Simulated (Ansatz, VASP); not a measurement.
# Au: VASP beside Ansatz

```
Au
1.0
     0.00000    2.02296    2.02296
     2.02296    0.00000    2.02296
     2.02296    2.02296    0.00000
Au
1
Cartesian
  0.0000 0.0000 0.0000
```

Alike in both runs: task single point; functional LDA; k mesh 5 × 5 × 5; occupations fermi-dirac, width 0.1 eV; no spin polarisation.

|  | VASP | Ansatz |
| --- | --- | --- |
| version | VASP 6.6.1 | Ansatz 0.2.0 |
| potentials or method | VASP PAW LDA potentials, release 64 (Au) | plane waves (420 eV) with PAW, scalar-relativistic |
| plane-wave cutoff (eV) | 520 | 420 |
| valence electrons in the cell | 11 | 19 |

```csv
,VASP,Ansatz,Ansatz less VASP
pressure (GPa),-0.4,-0.9,-0.54
```

The two sets of potentials don't hold the same shells in valence. Ansatz warned: «pseudo_functional_mismatch».

Caveats: the k mesh is coarse (spacing up to 0.54 Å⁻¹), so the values aren't converged. The runs have no spin-orbit coupling, so splittings on Au are missing.
